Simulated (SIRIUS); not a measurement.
TiB2:

```
Ti B
1.0
     3.02920    0.00000    0.00000
    -1.51460    2.62336    0.00000
     0.00000    0.00000    3.22840
Ti B
1 2
Direct
  0.00000 0.00000 0.00000
  0.66667 0.33333 0.50000
  0.33333 0.66667 0.50000
```

Base run:

```yaml
Program: SIRIUS 7.10.0
Functional: PBE
Potentials_or_basis: PseudoDojo 0.4.1 PBE standard (scalar relativistic)
Cutoff: 1152 eV
Density_cutoff: 4606 eV
k_mesh: 10 × 10 × 8
Occupations: fermi-dirac, width 0.05 eV
Spin: no spin polarisation
Hubbard_terms: Ti d U = 4 eV
```

Its results: band gap on the k mesh none (metal or under the smearing width); pressure 3.8 GPa.

Q: The run is repeated on the same cell with these changes: hubbard terms from Ti d U = 4 eV to Ti d U = 6 eV. What comes out?

A: Band gap on the k mesh none (metal or under the smearing width); pressure 5.9 GPa.

Caveats: U without spin polarisation on a metal has little footing; the U is typed as a test and isn't derived for this compound.
